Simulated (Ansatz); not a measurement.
The calculation used DFT PBE, scalar-relativistic, plane waves, PAW (Ansatz). Several structures of Hg2Se were relaxed, and the powder pattern of one of them was computed from 10° to 70° in 2θ (λ = 1.5406 Å; lines under 1 % are left out).

Cu Kα1 powder pattern (kinematic, no thermal factors).
```tsv
2θ (°)	relative intensity
17.19	6
25.03	22
26.98	92
33.74	100
34.79	6
38.10	45
42.85	68
46.49	3
48.10	13
50.27	3
51.37	17
53.28	11
53.61	10
55.62	24
56.33	10
58.66	13
66.37	5
68.14	3
69.06	14
```

Question: Which structure gives it?
A.

Space group R-3m:H (No. 166). a = 4.217 Å, b = 4.217 Å, c = 15.461 Å, α = 90.00°, β = 90.00°, γ = 120.00°
| atom | site | symmetry | x | y | z |
| --- | --- | --- | --- | --- | --- |
| Hg | 6c | 3m | 0.0000 | 0.0000 | 0.7718 |
| Se | 3a | -3m | 0.0000 | 0.0000 | 0.0000 |

B.

Space group I4_1/amd:1 (No. 141). a = 5.527 Å, b = 5.527 Å, c = 14.575 Å, α = 90.00°, β = 90.00°, γ = 90.00°
| atom | site | symmetry | x | y | z |
| --- | --- | --- | --- | --- | --- |
| Hg | 8e | 2mm. | 0.0000 | 0.0000 | 0.2393 |
| Se | 4a | -4m2 | 0.0000 | 0.0000 | 0.0000 |

C.

Space group Fm-3m (No. 225). a = 6.980 Å, b = 6.980 Å, c = 6.980 Å, α = 90.00°, β = 90.00°, γ = 90.00°
| atom | site | symmetry | x | y | z |
| --- | --- | --- | --- | --- | --- |
| Hg | 8c | -43m | 0.2500 | 0.7500 | 0.7500 |
| Se | 4a | m-3m | 0.0000 | 0.0000 | 0.0000 |

Answer: A. Its strongest line, at 2θ = 33.74°, has d = λ/(2 sin θ) = 2.655 Å and is the (1 0 4) reflection of the conventional R-3m cell with a = 4.217 Å, c = 15.461 Å. The others have their strongest lines at 25.8° (B); 36.4° (C).

The cells needn't be stable.
